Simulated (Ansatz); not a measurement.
# Gd (hcp type): the cost of one run

Method: DFT at more than one level, as each input shows, in Ansatz 0.2.0.

## (1) The starting structure

The structure is hexagonal, space group P6_3/mmc (No. 194). The conventional cell has a = 3.249 Å, b = 3.249 Å, c = 5.261 Å, α = 90.00°, β = 90.00°, γ = 120.00°. Around Gd (site symmetry -6m2) lie 12 Gd at 3.23 to 3.25 Å.

Structure file:

```
CELL_PARAMETERS angstrom
3.24945 0.00000 0.00000
-1.62472 2.81410 0.00000
0.00000 0.00000 5.26105
ATOMIC_POSITIONS crystal
Gd 0.33333 0.66667 0.25000
Gd 0.66667 0.33333 0.75000
```

## (2) Hcp relaxed under pressure, LAPW

The input, input.yaml:

```yaml
crystal:
  lattice:
    - [3.2494475213, 0.0, 0.0]
    - [-1.6247237606, 2.8141041017, 0.0]
    - [0.0, 0.0, 5.2610488213]
  atoms:
    - { symbol: Gd, position: [0.3333333333, 0.6666666667, 0.25], spin: 7.0 }
    - { symbol: Gd, position: [0.6666666667, 0.3333333333, 0.75], spin: 7.0 }
magnetization:
  spin_polarized: true
kpoints:
  mp_grid: { grid: [14, 14, 8] }
scf:
  occupations: { method: fermi_dirac, width: 0.08 }
hamiltonian:
  xc: pbe
  pseudopotentials: { kind: all_electron, lapw: { basis_error: 0.0005 } }
output:
  forces: true
  stress: true
  eigenvalues: true
relax:
  f_tol: 0.005
  max_steps: 12
  cell: { p_target: 18.0, stress_tol: 0.03 }
```

Launch:

```bash
ansatz run input.yaml --threads 2 --pin off --max-ram 7168MiB --backend cpu --events-out ev --progress --plain --runs-dir out
```

Q: Estimate wall time and peak memory on 2 threads of Arm Neoverse V2, shared host.

About 1.8 min, with a peak of 1 GiB.
